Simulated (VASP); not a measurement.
# Nb (R-3m) in VASP: further runs

The runs below take Nb through single point, relaxation of cell and atoms, with PBE.

Program: VASP 6.6.1. These are calculated values, not measurements. Logs are shortened: lines on timing, memory, paths and dates and some standing lists are left out, and cuts for length are marked.

## 1. The crystal as given

The structure is trigonal, space group R-3m (No. 166). Conventional cell: a = 2.848 Å, b = 2.848 Å, c = 23.733 Å, α = 90.00°, β = 90.00°, γ = 120.00°. Around Nb (site symmetry -3m) lie 12 Nb at 2.85 to 3.10 Å. Nb (site symmetry 3m) is surrounded by 12 Nb at 2.85 to 3.11 Å.

The cell was built by a generator and needn't be a form met in nature.

## 2. Single point, PBE

Contents of INCAR:

```
PREC = Accurate
ENCUT = 520
EDIFF = 1E-6
ISMEAR = 0
SIGMA = 0.1
LREAL = F
LASPH = T
NELM = 100
ALGO = Fast
ISIF = 2
LWAVE = F
LCHARG = F
GGA = PE
NBANDS = 26
```

Contents of KPOINTS:

```
Automatic mesh
0
Gamma
  6 6 6
```

Contents of POSCAR:

```
Nb
1.0
    1.4241189952      0.8222154852      7.9111027007
   -1.4241189952      0.8222154852      7.9111027007
    0.0000000000     -1.6444309704      7.9111027007
Nb
3
Direct
    0.0000000000      0.0000000000      0.0000000000
    0.2223819675      0.2223819675      0.2223819675
    0.7776180325      0.7776180325      0.7776180325
```

Potentials or basis: VASP PAW PBE potentials, release 64 (Nb_sv).

Command:

```sh
$ cat potpaw_PBE.64/Nb_sv/POTCAR > POTCAR
$ mpirun -np 1 vasp_std > vasp.out
```

OUTCAR:

```text
PREC = Accurate
   ENCUT = 520
   EDIFF = 1E-6
   ISMEAR = 0
   LREAL = F
   LASPH = T
   NELM = 100
   ISIF = 2
   GGA = PE

 ion  position               nearest neighbor table
   1  0.000  0.000  0.000-
   2  0.222  0.222  0.222-
   3  0.778  0.778  0.778-

  LATTYP: Found a trigonal (rhomboedric) cell.
 ALAT       =     8.0802041532
 COS(alpha) =     0.9378733571

  Lattice vectors:

 A1 = (   1.4241189952,   0.8222154852,   7.9111027007)
 A2 = (  -1.4241189952,   0.8222154852,   7.9111027007)
 A3 = (   0.0000000000,  -1.6444309704,   7.9111027007)

Analysis of symmetry for initial positions (statically):
=====================================================================
 Subroutine PRICEL returns:
 Original cell was already a primitive cell.

 Routine SETGRP: Setting up the symmetry group for a
 trigonal (rhombohedral) supercell.

 Subroutine GETGRP returns: Found 12 space group operations
 (whereof 12 operations were pure point group operations)
 out of a pool of 12 trial point group operations.

The static configuration has the point symmetry D_3d.

Analysis of symmetry for dynamics (positions and initial velocities):
=====================================================================
 Subroutine PRICEL returns:
 Original cell was already a primitive cell.

 Routine SETGRP: Setting up the symmetry group for a
 trigonal (rhombohedral) supercell.

 Subroutine GETGRP returns: Found 12 space group operations
 (whereof 12 operations were pure point group operations)
 out of a pool of 12 trial point group operations.

The dynamic configuration has the point symmetry D_3d.

 Subroutine INISYM returns: Found 12 space group operations
 (whereof 12 operations are pure point group operations),
 and found     1 'primitive' translations

----------------------------------------------------------------------------------------

                                     Primitive cell

  volume of cell :      55.5802

  direct lattice vectors                    reciprocal lattice vectors
     1.424118995  0.822215485  7.911102701     0.351094257  0.202704364  0.042134876
    -1.424118995  0.822215485  7.911102701    -0.351094257  0.202704364  0.042134876
     0.000000000 -1.644430970  7.911102701     0.000000000 -0.405408727  0.042134876

  length of vectors
     8.080204153  8.080204153  8.080204153     0.407592424  0.407592424  0.407592424

  position of ions in fractional coordinates (direct lattice)
     0.000000000  0.000000000  0.000000000
     0.222381967  0.222381967  0.222381967
     0.777618033  0.777618033  0.777618033

  ion indices of the primitive-cell ions
   primitive index   ion index
                 1           1
                 2           2
                 3           3

----------------------------------------------------------------------------------------

 KPOINTS: Automatic mesh

Automatic generation of k-mesh.
 Grid dimensions read from file:
 generate k-points for:    6    6    6

 Generating k-lattice:

  Cartesian coordinates                     Fractional coordinates (reciprocal lattice)
     0.058515709  0.033784061  0.007022479     0.166666667  0.000000000  0.000000000
    -0.058515709  0.033784061  0.007022479     0.000000000  0.166666667  0.000000000
     0.000000000 -0.067568121  0.007022479     0.000000000  0.000000000  0.166666667

  Length of vectors
     0.067932071  0.067932071  0.067932071

  Shift w.r.t. Gamma in fractional coordinates (k-lattice)
     0.000000000  0.000000000  0.000000000

 Subroutine IBZKPT returns following result:
 ===========================================

 Found     32 irreducible k-points:

 Following reciprocal coordinates:
            Coordinates               Weight
  0.000000  0.000000  0.000000      1.000000
  0.166667 -0.000000  0.000000      6.000000
  0.333333 -0.000000  0.000000      6.000000
  0.500000 -0.000000  0.000000      3.000000
  0.166667  0.166667  0.000000      6.000000
  0.333333  0.166667  0.000000     12.000000
[... 16 lines left out ...]
  0.500000  0.500000  0.166667      6.000000
 -0.333333  0.500000  0.166667     12.000000
 [... further k-points ...]
   k-points           NKPTS =     32   k-points in BZ     NKDIM =     32   number of bands    NBANDS=     26
   number of dos      NEDOS =    301   number of ions     NIONS =      3
   total plane-waves  NPLWV = 216000
   dimension x,y,z NGX =    60 NGY =   60 NGZ =   60
   dimension x,y,z NGXF=   120 NGYF=  120 NGZF=  120
   ions per type =               3
   NGX,Y,Z   is equivalent  to a cutoff of  12.34, 12.34, 12.34 a.u.
   NGXF,Y,Z  is equivalent  to a cutoff of  24.69, 24.69, 24.69 a.u.
 SYSTEM =  unknown system
   PREC   = accura    normal or accurate (medium, high low for compatibility)
   ISTART =      0    job   : 0-new  1-cont  2-samecut
   ICHARG =      2    charge: 1-file 2-atom 10-const
   ISPIN  =      1    spin polarized calculation?
   LNONCOLLINEAR =      F non collinear calculations
   LSORBIT =      F    spin-orbit coupling
   LASPH  =      T    aspherical Exc in radial PAW
   ENCUT  =  520.0 eV  38.22 Ry    6.18 a.u.  15.02 15.02 15.02*2*pi/ulx,y,z
   NELM   =    100;   NELMIN=  2; NELMDL= -5     # of ELM steps
   EDIFF  = 0.1E-05   stopping-criterion for ELM
[... 8 lines left out ...]
   TEBEG  =    0.0;   TEEND  =   0.0 temperature during run
   PSTRESS=    0.0 pullay stress
   NELECT =      39.0000    total number of electrons
   NUPDOWN=      -1.0000    fix difference up-down
   EMIN   =  10.00;   EMAX   =-10.00  energy-range for DOS
   EFERMI =   0.00;   METHOD = LEGACY
   ISMEAR =     0;   SIGMA  =   0.10  broadening in eV -4-tet -1-fermi 0-gaus
   EFERMI_NEDOS =   21; number of points for ismear=-14 and -15
   IALGO  =     68    algorithm
   IMIX   =      4    mixing-type and parameters
     AMIX     =   0.40;   BMIX     =  1.00
     AMIX_MAG =   1.60;   BMIX_MAG =  1.00
  volume/ion in A,a.u.               =      18.53       125.02
  Fermi-wavevector in a.u.,A,eV,Ry     =   1.454754  2.749087 28.794144  2.116310
  Thomas-Fermi vector in A             =   2.571868
   LORBIT       =      0    0 simple, 1 ext, 2 COOP (PROOUT), +10 PAW based schemes
   GGA     = PE    functional components
   LHFCALC =     F    Hartree Fock is set to
   AEXX    =    0.0000 exact exchange contribution
   IVDW    =     0    specifies the selected vdW correction
   LEPSILON=     F    determine dielectric tensor
   LRPA    =     F    only Hartree local field effects (RPA)
 non-spin polarized calculation
 RMM-DIIS sequential band-by-band and
 Gauss-broadening in eV      SIGMA  =   0.10
  energy-cutoff  :      520.00
  volume of cell :       55.58
 maximum number of plane-waves:      1513
   NGX = 31   NGY = 31   NGZ = 31

 number of electron      39.0000003 magnetization

 Free energy of the ion-electron system (eV)
  ---------------------------------------------------
  ext. energy  EPLUGINS =         0.00000000
  ---------------------------------------------------
  free energy    TOTEN  =       -29.83694342 eV

  energy without entropy =      -29.81772665  energy(sigma->0) =      -29.82733504

 E-fermi :  11.1401     XC(G=0): -12.3338

 val. band max:       11.1098089217   @ k =  -0.3333   0.1667   0.0000
 cond. band min:      11.1477031710   @ k =  -0.1667   0.3333   0.1667
 fundamental gap:      0.0378942494
 Fermi energy:        11.1400831698

 k-point     1 :       0.0000    0.0000    0.0000
  band No.  band energies     occupation
      1     -43.5871      2.00000
      2     -43.5007      2.00000
      3     -43.4942      2.00000
      4     -19.8565      2.00000
      5     -19.8452      2.00000
      6     -19.1597      2.00000
[... 18 lines left out ...]
     25      13.9476      0.00000
     26      13.9579      0.00000

 k-point     2 :       0.1667   -0.0000    0.0000
  band No.  band energies     occupation
      1     -43.5260      2.00000
      2     -43.4532      2.00000
      3     -43.4411      2.00000
      4     -19.8183      2.00000
      5     -19.7493      2.00000
      6     -19.2180      2.00000
[... 18 lines left out ...]
     25      12.7796      0.00000
     26      13.3620      0.00000

 k-point     3 :       0.3333   -0.0000    0.0000
  band No.  band energies     occupation
      1     -43.3980      2.00000
      2     -43.3529      2.00000
      3     -43.3405      2.00000
      4     -19.9601      2.00000
      5     -19.9297      2.00000
      6     -19.8591      2.00000
[... 18 lines left out ...]
     25      14.3982      0.00000
     26      15.3851      0.00000

 k-point     4 :       0.5000   -0.0000    0.0000
  band No.  band energies     occupation
      1     -43.3276      2.00000
      2     -43.3013      2.00000
      3     -43.2951      2.00000
      4     -20.2708      2.00000
      5     -20.2136      2.00000
      6     -20.1761      2.00000
[... 18 lines left out ...]
     25      15.6397      0.00000
     26      17.2228      0.00000
[... 496 lines left out ...]
      1     -43.3272      2.00000
      2     -43.3052      2.00000
      3     -43.2921      2.00000
      4     -20.0982      2.00000
      5     -20.0648      2.00000
      6     -20.0080      2.00000
[... 18 lines left out ...]
     25      14.2431      0.00000
     26      16.0238      0.00000

 k-point    23 :       0.5000    0.5000    0.1667
  band No.  band energies     occupation
      1     -43.3867      2.00000
      2     -43.3753      2.00000
      3     -43.3294      2.00000
      4     -19.9576      2.00000
      5     -19.9090      2.00000
      6     -19.8541      2.00000
[... 18 lines left out ...]
     25      14.6971      0.00000
     26      15.0982      0.00000

 k-point    24 :      -0.3333    0.5000    0.1667
  band No.  band energies     occupation
      1     -43.3204      2.00000
      2     -43.3162      2.00000
      3     -43.2878      2.00000
      4     -20.0983      2.00000
      5     -20.0641      2.00000
      6     -19.9949      2.00000
[... 18 lines left out ...]
     25      14.4894      0.00000
     26      14.8671      0.00000

 [... further k-points ...]

------------------------ aborting loop because EDIFF is reached ----------------------------------------

  FORCE on cell =-STRESS in cart. coord.  units (eV):
  Direction    XX          YY          ZZ          XY          YZ          ZX
  --------------------------------------------------------------------------------------
  -------------------------------------------------------------------------------------
  Total       -0.0914584     -0.0914584     -0.1742619      0.0000000      0.0000000      0.0000000
  in kB       -2.6364159     -2.6364159     -5.0233438      0.0000000      0.0000000      0.0000000
  external PRESSURE =      -3.4320585 kB  Pullay stress =       0.0000000 kB

 VOLUME and BASIS-vectors are now :
 -----------------------------------------------------------------------------
  energy-cutoff  :      520.00
  volume of cell :       55.58
      direct lattice vectors                 reciprocal lattice vectors
     1.424118995  0.822215485  7.911102701     0.351094257  0.202704364  0.042134876
    -1.424118995  0.822215485  7.911102701    -0.351094257  0.202704364  0.042134876
     0.000000000 -1.644430970  7.911102701     0.000000000 -0.405408727  0.042134876

 POSITION                                       TOTAL-FORCE (eV/Angst)
 -----------------------------------------------------------------------------------
      0.00000      0.00000      0.00000         0.000000     -0.000000      0.000000
      0.00000      0.00000      5.27786         0.000000      0.000000      0.000592
      0.00000      0.00000     18.45545         0.000000      0.000000     -0.000592
 -----------------------------------------------------------------------------------
    total drift:                                0.000000     -0.000000      0.000000

  FREE ENERGIE OF THE ION-ELECTRON SYSTEM (eV)
  ---------------------------------------------------
  free  energy   TOTEN  =       -29.8369434191 eV

  energy  without entropy=      -29.8177266532  energy(sigma->0) =      -29.82733504
```

Run time: 6 min. Hardware: 1 thread of Intel Xeon 6975P-C (Granite Rapids), shared host; peak memory 0.46 GiB.

What came out:

```yaml
Free_energy: -29.8369 eV
Pressure: -0.3 GPa
Band_gap_on_the_k_mesh: none (metal or under the smearing width)
```

Stress tensor (GPa, compression positive):
```
-0.26  0.00  0.00
 0.00 -0.26  0.00
 0.00  0.00 -0.50
```

Caveat: the k mesh is coarse (spacing up to 0.43 Å⁻¹), so the values aren't converged.

## 3. Relaxation of cell and atoms, PBE

This run uses another cell than the first one, of 21.21 Å³/atom, 1.145 times its volume.

Contents of INCAR:

```
SYSTEM = Nb
PREC = Accurate
ENCUT = 600
EDIFF = 1E-6
ISMEAR = 0
SIGMA = 0.1
LREAL = .FALSE.
LASPH = .TRUE.
NELM = 100
ALGO = Normal
ISIF = 3
LWAVE = .FALSE.
LCHARG = .FALSE.
GGA = PE
IBRION = 2
NSW = 90
EDIFFG = -0.04
```

Contents of KPOINTS:

```
regular mesh
0
G
  6 6 6
  0 0 0
```

Contents of POSCAR:

```
Nb
1.0
    1.5606794630      0.9010587081      7.5426659160
   -1.5606794630      0.9010587081      7.5426659160
    0.0000000000     -1.8021174162      7.5426659160
Nb
3
Direct
    0.0000000000      0.0000000000      0.0000000000
    0.2222200000      0.2222200000      0.2222200000
    0.7777800000      0.7777800000      0.7777800000
```

Potentials or basis: VASP PAW PBE potentials, release 64 (Nb_sv).

Command:

```sh
$ cat potpaw_PBE.64/Nb_sv/POTCAR > POTCAR
$ mpirun -np 1 vasp_std > vasp.out
```

Run time: 32 min. Hardware: 1 thread of Intel Xeon 6975P-C (Granite Rapids), shared host; peak memory 0.64 GiB.

It converged, with:

```
Free energy                            : -29.8403 eV
Relaxed volume                         : 18.50 Å³/atom
Relaxed cell                           : a = 8.075 Å, b = 8.075 Å, c = 8.075 Å, α = 20.31°, β = 20.31°, γ = 20.31°
Space group after relaxing (to 0.05 Å) : R-3m (No. 166)
Energy gained by relaxing              : 201.9 meV/atom
Ionic steps                            : 14
Pressure after relaxing                : 0.0 GPa
Largest force after relaxing           : 0.017 eV/Å
Band gap on the k mesh                 : none (metal or under the smearing width)
```

Forces on the atoms (eV/Å):
```
Nb   0.000  0.000  0.000
Nb   0.000  0.000 -0.017
Nb   0.000  0.000  0.017
```

Stress tensor (GPa, compression positive):
```
 0.09  0.00  0.00
 0.00  0.09  0.00
 0.00  0.00 -0.14
```

Step by step:
| step | energy change (eV) | largest force (eV/Å) | pressure (GPa) | volume (Å³) |
| --- | --- | --- | --- | --- |
| 1 | 0.0000 | 0.0590 | -16.81 | 63.64 |
| 2 | 0.9170 | 0.1618 | 50.56 | 45.25 |
| 3 | -0.4661 | 0.1001 | -0.98 | 56.16 |
| 4 | -0.4679 | 0.1020 | 0.07 | 55.80 |
| 5 | -0.4680 | 0.1030 | 0.52 | 55.65 |
| 6 | -0.5225 | 0.0214 | 0.71 | 55.50 |
| 7 | -0.5724 | 0.0883 | 1.10 | 55.25 |
| 8 | -0.5758 | 0.2809 | 3.21 | 54.57 |
| 9 | -0.5951 | 0.1999 | 1.59 | 55.00 |
| 10 | -0.5957 | 0.2519 | 2.28 | 54.78 |
| 11 | -0.5982 | 0.2317 | 1.92 | 54.88 |
| 12 | -0.5777 | 0.0202 | -4.49 | 57.23 |
| 13 | -0.6040 | 0.1536 | -0.26 | 55.61 |
| 14 | -0.6058 | 0.0170 | 0.01 | 55.50 |

Final structure:
```cif
data_structure
_symmetry_space_group_name_H-M 'P 1'
_symmetry_Int_Tables_number 1
_cell_length_a 8.0745
_cell_length_b 8.0745
_cell_length_c 8.0745
_cell_angle_alpha 20.309
_cell_angle_beta 20.309
_cell_angle_gamma 20.309
_cell_volume 55.50
loop_
_atom_site_label
_atom_site_type_symbol
_atom_site_fract_x
_atom_site_fract_y
_atom_site_fract_z
_atom_site_occupancy
Nb1 Nb 0.00000 0.00000 0.00000 1
Nb2 Nb 0.22243 0.22243 0.22243 1
Nb3 Nb 0.77757 0.77757 0.77757 1
```

Levels at points of the mesh, in eV from the Fermi level:
| k point | band 17 | band 18 | band 19 | band 20 | band 21 | band 22 |
| --- | --- | --- | --- | --- | --- | --- |
| (0.00, 0.00, 0.00) | -0.88 | -0.85 | 0.33 | 0.33 | 0.43 | 0.43 |
| (0.50, 0.00, 0.00) | -2.78 | -1.02 | 0.48 | 0.75 | 0.84 | 2.88 |
| (0.50, 0.50, 0.00) | -1.96 | -1.70 | 0.73 | 0.77 | 1.50 | 1.52 |
| (0.50, 0.50, 0.50) | -1.30 | 0.31 | 0.31 | 0.51 | 0.51 | 0.62 |

Caveat: the k mesh is coarse (spacing up to 0.39 Å⁻¹), so the values aren't converged.
